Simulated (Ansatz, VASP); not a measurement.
**BP in VASP and in Ansatz**

```
CELL_PARAMETERS angstrom
0.00000 2.25639 2.25639
2.25639 0.00000 2.25639
2.25639 2.25639 0.00000
ATOMIC_POSITIONS crystal
B 0.00000 0.00000 0.00000
P 0.75000 0.75000 0.75000
```

Alike in both runs: functional PBE; k mesh 10 × 10 × 10; no spin polarisation.

Ansatz relaxed the structure, and its values are those at the end. VASP's run is a single point on that final structure, the one shown.

```csv
,VASP,Ansatz
version,VASP 6.6.1,Ansatz 0.2.0
potentials or method,"VASP PAW PBE potentials, release 64 (B, P)","scalar-relativistic, plane waves, PAW"
plane-wave cutoff (eV),520,420
occupations,"gaussian, width 0.01 eV",fixed
valence electrons in the cell,8,8
```

|  | VASP | Ansatz | Ansatz less VASP |
| --- | --- | --- | --- |
| gap on the k mesh at the Fermi level (eV) | 1.22 | 1.22 | +0.004 |
| least direct gap on the mesh (eV) | 3.43 | 3.43 | +0.004 |
| pressure (GPa) | 3.8 | 4.0 | +0.25 |

A k mesh can miss the band edges. A hybrid or GW would open this gap; PBE tends to underestimate it.
